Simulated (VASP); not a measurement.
A run of VASP 6.6.1 is set up as follows.

File INCAR:

```
SYSTEM = CuCl
PREC     = Accurate       ! precision mode
ENCUT    = 600            ! plane-wave cutoff, eV
EDIFF    = 1E-7           ! SCF threshold, eV
ISMEAR   = 0              ! smearing method
SIGMA    = 0.03           ! smearing width, eV
LREAL    = .False.        ! projectors in reciprocal space
LASPH    = .True.         ! aspherical terms in the spheres
NELM     = 80             ! most SCF steps
ALGO     = Normal         ! electronic algorithm
ISIF     = 3              ! what is computed and relaxed
LWAVE    = .False.        ! write WAVECAR
LCHARG   = .False.        ! write CHGCAR
GGA      = PS             ! functional
IBRION   = 2              ! ionic algorithm
NSW      = 90             ! ionic steps
EDIFFG   = -0.005         ! ionic threshold
```

KPOINTS

```
regular mesh
0
Gamma
  10 10 10
  0 0 0
```

The input POSCAR:

```
CuCl                                    
1.0
   -0.0000000000      2.6497729770      2.6497729770
    2.6497729770     -0.0000000000      2.6497729770
    2.6497729770      2.6497729770      0.0000000000
  Cu              Cl            
     1     1
Direct
     0.0000000000000000    0.0000000000000000    0.0000000000000000
     0.2500000000000000    0.2500000000000000    0.2500000000000000
```

Potentials or basis: VASP PAW PBE potentials, release 64 (Cu, Cl).

Launch:

```bash
$ cat potpaw_PBE.64/Cu/POTCAR potpaw_PBE.64/Cl/POTCAR > POTCAR
$ mpirun -np 1 vasp_std > vasp.out
```

Estimate the band gap on the k mesh.

0.55 eV, direct.

Final structure:
```cif
data_structure
_symmetry_space_group_name_H-M 'P 1'
_symmetry_Int_Tables_number 1
_cell_length_a 3.7473
_cell_length_b 3.7473
_cell_length_c 3.7473
_cell_angle_alpha 60.000
_cell_angle_beta 60.000
_cell_angle_gamma 60.000
_cell_volume 37.21
loop_
_atom_site_label
_atom_site_type_symbol
_atom_site_fract_x
_atom_site_fract_y
_atom_site_fract_z
_atom_site_occupancy
Cu1 Cu 0.00000 0.00000 0.00000 1
Cl1 Cl 0.25000 0.25000 0.25000 1
```

Caveat: the relaxation stopped at its first step, so nothing moved. PBEsol gaps usually lie below the measured ones, often by a third to a half.
